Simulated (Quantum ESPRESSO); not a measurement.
InP:

```xyz
2
Lattice="0.0000 2.9305 2.9305 2.9305 0.0000 2.9305 2.9305 2.9305 0.0000" Properties=species:S:1:pos:R:3 pbc="T T T"
In    0.0000    0.0000    0.0000
P     4.3957    4.3957    4.3957
```

```yaml
Program: Quantum ESPRESSO 7.5
Task: phonons
Functional: LDA
Potentials_or_basis: GBRV 1.5 LDA
Cutoff: 762 eV
Density_cutoff: 6095 eV
k_mesh: 4 × 4 × 4, shifted
Occupations: fermi-dirac, width 0.05 eV
Spin: no spin polarisation
Target_pressure: 80 GPa
Form_of_the_LDA_correlation: PZ81
Mixing_beta: 0.5
Most_SCF_iterations: 120
SCF_threshold: 4e-10 Ry
```

The cell and the atoms were relaxed first at 80 GPa, to 16.02 Å³/atom (a = 3.565 Å, b = 3.565 Å, c = 3.565 Å, α = 60.00°, β = 60.00°, γ = 60.00°), and the response was taken there.

The first run showed a gap, so the response started from a second, tighter run with fixed occupations.

Q: Where do the zone-centre optical modes lie?

A: T2 at 516 cm⁻¹ (IR and Raman). Polar modes are given without the macroscopic field (transverse values).

Optical modes at Γ, degenerate ones joined, polar ones without the macroscopic field:
```csv
cm⁻¹,components,symmetry,active in,"IR intensity, summed ((D/Å)²/amu)"
516,3,T2,IR and Raman,9.95
```

Caveat: the volume moved by over 15 % at a fixed basis, so the end points are rough; the cell is more than 3 GPa from zero pressure, which shifts response properties.
